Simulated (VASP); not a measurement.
# Ge: phonons with LDA

The system is Ge.

```
CELL_PARAMETERS angstrom
0.00000 2.81244 2.81244
2.81244 0.00000 2.81244
2.81244 2.81244 0.00000
ATOMIC_POSITIONS crystal
Ge 0.00000 0.00000 0.00000
Ge 0.25000 0.25000 0.25000
```

```
Program                : VASP 6.6.1
Task                   : phonons
Functional             : LDA
Potentials or basis    : VASP PAW LDA potentials, release 64 (Ge_d)
Cutoff                 : 600 eV
k mesh                 : 10 × 10 × 10
Occupations            : gaussian, width 0.03 eV
Spin                   : no spin polarisation
By perturbation theory : no
Further INCAR settings : ALGO = Normal; EDIFF = 1e-08; IBRION = 6; POTIM = 0.015; NSW = 1
```

The highest phonon frequency at Γ is 288 cm⁻¹.

Phonon frequencies in cm⁻¹ (negative: imaginary):
```tsv
q point	frequencies
(0.000, 0.000, 0.000)	0 0 0 288 288 288
```

It took 100 s on 1 thread of Intel(R) Xeon(R) Platinum 8559C (Emerald Rapids) (shared host), peak memory 0.33 GiB.
